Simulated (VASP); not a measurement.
Crystal: BaTiO3 (Barioperovskite).

```
Ba Ti O
1.0
     3.98550    0.00000    0.00000
     0.00000    2.83690    2.84515
     0.00000   -2.83690    2.84515
Ba Ti O
1 1 3
Direct
  0.00000 0.00000 0.00000
  0.50000 0.51240 0.51240
  0.50000 0.99184 0.50524
  0.50000 0.50524 0.99184
  0.00000 0.48740 0.48740
```

Base run:

* Program: VASP 6.6.1
* Functional: r2SCAN
* Potentials or basis: VASP PAW PBE potentials, release 64 (Ba_sv, Ti_sv, O)
* Cutoff: 520 eV
* k mesh: 8 × 8 × 8
* Occupations: gaussian, width 0.02 eV
* Spin: no spin polarisation

Its results: band gap on the k mesh 2.24 eV, indirect (least direct gap 2.46 eV); pressure 1.1 GPa; largest force 0.272 eV/Å.

Task: The run is repeated on the same cell with these changes: functional from r2SCAN to PBE0; k mesh from 8 × 8 × 8 to 4 × 4 × 4. What comes out?

Result: Band gap on the k mesh 4.00 eV, indirect (least direct gap 4.19 eV); pressure -1.6 GPa; largest force 0.411 eV/Å.

Several settings changed at once, so the effect can't be laid on one alone.

Caveats: the PAW data sets were made with another functional, which shifts forces and pressure a little; spin-orbit coupling is left out, which moves the levels of the heavy elements.
